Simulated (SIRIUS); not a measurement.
**Rh: equation of state with PBE+D3**

**Measured values to compare with.**

“Thermal equation of state of rhodium characterized by XRD in a resistively heated diamond anvil cell”, 2024, pmc:11535440 quotes, for a bulk crystal of Rh: bulk modulus 264 ± 1 GPa.

The system is Rh.

```
CELL_PARAMETERS angstrom
0.00000 1.89785 1.89785
1.89785 0.00000 1.89785
1.89785 1.89785 0.00000
ATOMIC_POSITIONS crystal
Rh 0.00000 0.00000 0.00000
```

```yaml
Program: SIRIUS 7.12.0
Task: equation of state
Functional: PBE
Dispersion: D3
Potentials_or_basis: all-electron FP-LAPW
Cutoff: 177 eV
Basis: apw+lo standard
k_mesh: 12 × 12 × 12
Occupations: fermi-dirac, width 0.05 eV
Spin: no spin polarisation
```

```json
{"Equilibrium volume": "13.60 Å³/atom", "Bulk modulus": "284 GPa", "Pressure derivative of the bulk modulus": "5.8 (rough: it moves with the points fitted)"}
```

Energy against volume, from the lowest point:
| volume (Å³/atom) | energy (meV/atom) |
| --- | --- |
| 12.851 | 41.13 |
| 13.125 | 15.50 |
| 13.398 | 2.34 |
| 13.671 | 0.00 |
| 13.945 | 7.04 |
| 14.218 | 22.08 |
| 14.492 | 44.68 |

Wall time 2.4 min on 1 thread of Intel(R) Xeon(R) Platinum 8559C (Emerald Rapids) (shared host), peak memory 0.31 GiB.

Against the measured bulk modulus of Rh, 264 GPa (quoted in “Thermal equation of state of rhodium characterized by XRD in a resistively heated diamond anvil cell”, 2024, pmc:11535440), the calculated 284 GPa is off by +7.7 %. The fit is for a static lattice scaled at fixed shape and fixed fractional positions.
